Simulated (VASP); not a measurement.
Set up this calculation in VASP 6.6.1, as the native input.

```yaml
Task: single point
Functional: r2SCAN
Dispersion: D3(BJ)
Potentials_or_basis: VASP PAW PBE potentials, release 64 (O, H, C)
Cutoff: 520 eV
k_mesh: 1 × 1 × 1
Occupations: fermi-dirac, width 0.02 eV
Spin: no spin polarisation
Dipole_correction: no
Further_INCAR_settings: LREAL = Auto; ALGO = Normal; EDIFF = 1e-07; NBANDS = 61
```

The system is H18CO10.

```
O H C
1.0
     6.71657    0.00000    0.00000
     0.00000    6.71657    0.00000
     0.00000    0.00000    6.71657
O H C
10 18 1
Direct
  0.55627 0.83360 0.90503
  0.13349 0.49582 0.03950
  0.41959 0.23790 0.44743
  0.90655 0.36401 0.33507
  0.88264 0.05670 0.67369
  0.37065 0.18423 0.86086
  0.93570 0.58798 0.72550
  0.57428 0.43204 0.11013
  0.09124 0.84510 0.41080
  0.01091 0.02722 0.13979
  0.48167 0.95788 0.87158
  0.68464 0.85045 0.83724
  0.04105 0.51714 0.93202
  0.18369 0.36264 0.01152
  0.50630 0.13504 0.38956
  0.42976 0.33316 0.34327
  0.02101 0.41880 0.25948
  0.91791 0.22712 0.28525
  0.88722 0.18353 0.61064
  0.98418 0.05102 0.77248
  0.49071 0.26019 0.89855
  0.35680 0.22004 0.72019
  0.83019 0.60476 0.62058
  0.05369 0.55187 0.65860
  0.69440 0.42158 0.18992
  0.57647 0.57166 0.05244
  0.98919 0.91713 0.48766
  0.25507 0.84650 0.15864
  0.11893 0.90817 0.22168
```

The cell was built by a generator and needn't be a form met in nature.

One way to write it, as run:

POSCAR

```
H18CO10
1.0
    6.7165700000      0.0000000000      0.0000000000
    0.0000000000      6.7165700000      0.0000000000
    0.0000000000      0.0000000000      6.7165700000
O H C
10 18 1
Direct
    0.5562660703      0.8335951237      0.9050303950
    0.1334907550      0.4958185502      0.0394993278
    0.4195891653      0.2379041683      0.4474307571
    0.9065490273      0.3640102016      0.3350668570
    0.8826380132      0.0566956050      0.6736920780
    0.3706504957      0.1842309393      0.8608560619
    0.9357008116      0.5879786855      0.7255042380
    0.5742812179      0.4320359946      0.1101306173
    0.0912370451      0.8451039742      0.4108049198
    0.0109133084      1.0272207392      0.1397886123
    0.4816744261      0.9578847537      0.8715758192
    0.6846351635      0.8504489643      0.8372428189
    0.0410477372      0.5171389563     -0.0679811273
    0.1836949514      0.3626404549      0.0115237391
    0.5063000907      0.1350391643      0.3895589564
    0.4297580461      0.3331611224      0.3432704491
    1.0210122131      0.4188000721      0.2594776798
    0.9179089922      0.2271248569      0.2852497629
    0.8872236871      0.1835311774      0.6106390613
    0.9841779361      0.0510230668      0.7724776188
    0.4907117770      0.2601923303      0.8985538750
    0.3568041426      0.2200379063      0.7201890251
    0.8301856454      0.6047580834      0.6205846139
    1.0536925842      0.5518739476      0.6585950865
    0.6944020534      0.4215842312      0.1899183661
    0.5764698350      0.5716608328      0.0524374792
   -0.0108090886      0.9171347875      0.4876596239
    0.2550706685      0.8465034981      0.1586375189
    0.1189297513      0.9081718794      0.2216756469
```

INCAR.step1

```
PREC = Accurate
ENCUT = 520
ISMEAR = -1
SIGMA = 0.02
LREAL = Auto
LASPH = T
NELM = 100
NBANDS = 61
GGA = PE
ALGO = Normal
EDIFF = 1E-4
LWAVE = T
LCHARG = F
```

INCAR.step2

```
PREC = Accurate
ENCUT = 520
EDIFF = 1E-7
ISMEAR = -1
SIGMA = 0.02
LREAL = Auto
LASPH = T
NELM = 100
ALGO = Normal
ISIF = 2
LWAVE = F
LCHARG = F
METAGGA = R2SCAN
LMIXTAU = T
IVDW = 12
VDW_S6 = 1.0
VDW_S8 = 0.78981345
VDW_A1 = 0.49484001
VDW_A2 = 5.73083694
NBANDS = 61
ISTART = 1
```

KPOINTS

```
Automatic mesh
0
Gamma
  1 1 1
```

Potentials or basis: VASP PAW PBE potentials, release 64 (O, H, C).

The run is started by

```console
$ cat potpaw_PBE.64/O/POTCAR potpaw_PBE.64/H/POTCAR potpaw_PBE.64/C/POTCAR > POTCAR
$ cp INCAR.step1 INCAR
$ mpirun -np 1 vasp_gam > vasp.out
$ cp INCAR.step2 INCAR
$ mpirun -np 1 vasp_gam > vasp.out
```

Results of the run:

| Property | Result |
| --- | --- |
| Pressure | -0.4 GPa |
| Largest force | 2.623 eV/Å |
| Band gap on the k mesh | 5.26 eV, direct |
| Dispersion energy per atom | -0.018 eV |

Caveat: the standard files for N, O and F lose accuracy on very short bonds; the PAW data sets were made with another functional, which shifts forces and pressure a little.

Wall time 99 s on 1 thread of AMD EPYC 9R45 (Zen 5), on a shared host, peak memory 0.32 GiB.
